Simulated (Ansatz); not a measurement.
A plane-wave DFT run in Ansatz 0.2.0 (scalar-relativistic PAW potentials unless the input names others): input and command.

```yaml
crystal:
  lattice:
    - [3.7852507472, 0.0, 0.0]
    - [-1.8926253736, 3.2781233068, 0.0]
    - [0.0, 0.0, 6.05556247]
  atoms:
    - { symbol: Hf, position: [0.0, 0.0, 0.0] }
    - { symbol: S, position: [0.6666666667, 0.3333333333, 0.76395205] }
    - { symbol: S, position: [0.3333333333, 0.6666666667, 0.23604795] }
basis:
  ecutwfc: "400 eV"
kpoints:
  mp_grid: { grid: [12, 12, 6] }
hamiltonian:
  xc: pbe
  dispersion: d3bj
scf:
  occupations: { method: gaussian, width: 0.05 }
  convergence: { dr2_threshold: 1.0e-09 }
output:
  forces: true
  eigenvalues: true
  stress: true
```

```bash
ansatz run input.yaml --threads 1 --pin off --max-ram 2560MiB --backend cpu --events-out ev --progress --plain --runs-dir out
```

Abridged log:
```
Warning: basis.ecutwfc = 400 eV is below the records' recommended 420 eV, and the density's cutoff is lower with it unless basis.ecutrho_ratio is high enough to keep the records' density cutoff: compare with a run at a higher cutoff
Warning: output.stress: scf.convergence.dr2_threshold = 1e-9 eV is looser than the 3e-10 eV advised for a printed stress (1e-10 eV for each atom of the cell: 3). ...
Basis set: ecut = 400 eV, 1387 PW (Γ), exchange–correlation on 50×50×80 points (8 copies of the dense FFT grid, shifted against one another)
Bands: 23, of which v1, the nominal top of the filled ones, is band 19 counted from 1 (18 counted from 0)
Symmetry: 12 space group operations
k-points: 100 of 864
SCF iter   1: F=—  HF=-17530.960538 eV  |F-HF|=—  |Δ(HF+E_count)|=         —  Δρ=1.51e-3  dr2=1.58e-3  ethr=1.77e-3  ⟨swp⟩=5.6  Hψ=9502  notcnv=0
SCF iter   2: F=—  HF=-17530.960284 eV  |F-HF|=—  |Δ(HF+E_count)|=   2.54e-4  Δρ=7.88e-4  dr2=2.69e-4  ethr=4.15e-6  ⟨swp⟩=2.7  Hψ=5420  notcnv=0
SCF iter   3: F=—  HF=-17530.960502 eV  |F-HF|=—  |Δ(HF+E_count)|=   2.18e-4  Δρ=2.55e-4  dr2=3.06e-5  ethr=7.09e-7  ⟨swp⟩=2.0  Hψ=3799  notcnv=0
SCF iter   4: F=—  HF=-17530.960492 eV  |F-HF|=—  |Δ(HF+E_count)|=   1.07e-5  Δρ=1.08e-4  dr2=9.00e-6  ethr=8.05e-8  ⟨swp⟩=2.0  Hψ=4171  notcnv=0
SCF iter   5: F=—  HF=-17530.960504 eV  |F-HF|=—  |Δ(HF+E_count)|=   1.25e-5  Δρ=3.69e-5  dr2=1.24e-6  ethr=2.37e-8  ⟨swp⟩=2.0  Hψ=3783  notcnv=0
SCF iter   6: F=—  HF=-17530.960506 eV  |F-HF|=—  |Δ(HF+E_count)|=   1.64e-6  Δρ=1.04e-5  dr2=1.37e-7  ethr=3.25e-9  ⟨swp⟩=2.5  Hψ=3818  notcnv=0
SCF iter   7: F=—  HF=-17530.960506 eV  |F-HF|=—  |Δ(HF+E_count)|=   3.87e-7  Δρ=2.74e-6  dr2=1.02e-8  ethr=3.61e-10  ⟨swp⟩=2.0  Hψ=3192  notcnv=0
SCF iter   8: F=-17530.960506 eV  HF=-17530.960506 eV  |F-HF|=1.24e-9  |Δ(HF+E_count)|=   2.73e-8  Δρ=7.37e-7  dr2=6.84e-10  ethr=2.63e-12  ⟨swp⟩=3.1  Hψ=10192  notcnv=0
SCF 1 converged in 8 iterations: F = -17530.960506 eV  dr2 = 6.84e-10
SCF converged after 8 iterations
Free energy (F): -17530.960506 eV
Harris-Foulkes:  -17530.960506 eV  (|F-HF|=1.24e-9)
Internal energy: -17530.960506 eV  (E = F + TS)
E sigma→0 (E₀):  -17530.960506 eV
Fermi energy:    8.118112 eV
  E_disp       = -0.870095  (pairwise vdW)
--- Forces (eV/Å), atoms counted from 1 ---
  atom   1  Hf     0.00000000     0.00000000     0.00000000
  atom   2  S      0.00000000     0.00000000     0.49002472
  atom   3  S      0.00000000     0.00000000    -0.49002472
--- Stress (GPa, compression-positive) ---
       -8.559281       0.000000       0.000000
        0.000000      -8.559281       0.000000
        0.000000       0.000000      -4.227919
  P = ⅓ Tr σ = -7.1155 GPa (-71.155 kbar)
```

Apart from outputs and empty bands, the input differs from a reference run on usual settings in scf.convergence.dr2_threshold: not typed → 1e-09; basis.ecutwfc: 420 → "400 eV". The reference, at the same geometry (not necessarily relaxed), gave pressure -7.12 GPa, largest force 0.490 eV/Å, gap on the mesh 1.26 eV. This run converged in 8 SCF iterations (reference: 7) with an energy at zero smearing 0.25 meV/atom above the reference's, pressure -7.12 GPa, largest force 0.490 eV/Å, gap on the mesh 1.26 eV. Its cutoff is looser than usual, yet energy, pressure and forces hardly moved.

It took 8 s on 1 thread of AMD EPYC 7R43 64-Core Processor (Zen 3), on a shared host, peak memory 0.46 GiB.